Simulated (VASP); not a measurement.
Mn, 2 atoms in the cell. It takes space group Fd-3m (No. 227, cubic). The conventional cell has a = 5.025 Å, b = 5.025 Å, c = 5.025 Å, α = 90.00°, β = 90.00°, γ = 90.00°. Mn (site symmetry -43m) is surrounded by 4 Mn at 2.18 Å. The cell was built by a generator and needn't be a form met in nature.

* Program: VASP 6.6.1
* Task: relaxation of cell and atoms
* Functional: PBEsol
* Potentials or basis: VASP PAW PBE potentials, release 64 (Mn_pv)
* Cutoff: 600 eV
* k mesh: 11 × 11 × 11
* Occupations: fermi-dirac, width 0.1 eV
* Spin: no spin polarisation
* Dipole correction: no
* Further INCAR settings: ALGO = Normal; EDIFF = 1e-07; IBRION = 2; EDIFFG = -0.01; NSW = 80; ISIF = 3

Potentials or basis: VASP PAW PBE potentials, release 64 (Mn_pv).

Launch:

```sh
$ cat potpaw_PBE.64/Mn_pv/POTCAR > POTCAR
$ mpirun -np 1 vasp_std > vasp.out
```

Hardware: 1 thread of Intel(R) Xeon(R) Platinum 8488C (Sapphire Rapids) (shared host).

Problem. How long does it take, and how much memory?

Solution. Wall time 65 s on 1 thread of Intel(R) Xeon(R) Platinum 8488C (Sapphire Rapids), on a shared host, peak memory 0.18 GiB. Counts: scf iterations 42, k points 56, ion steps 4.
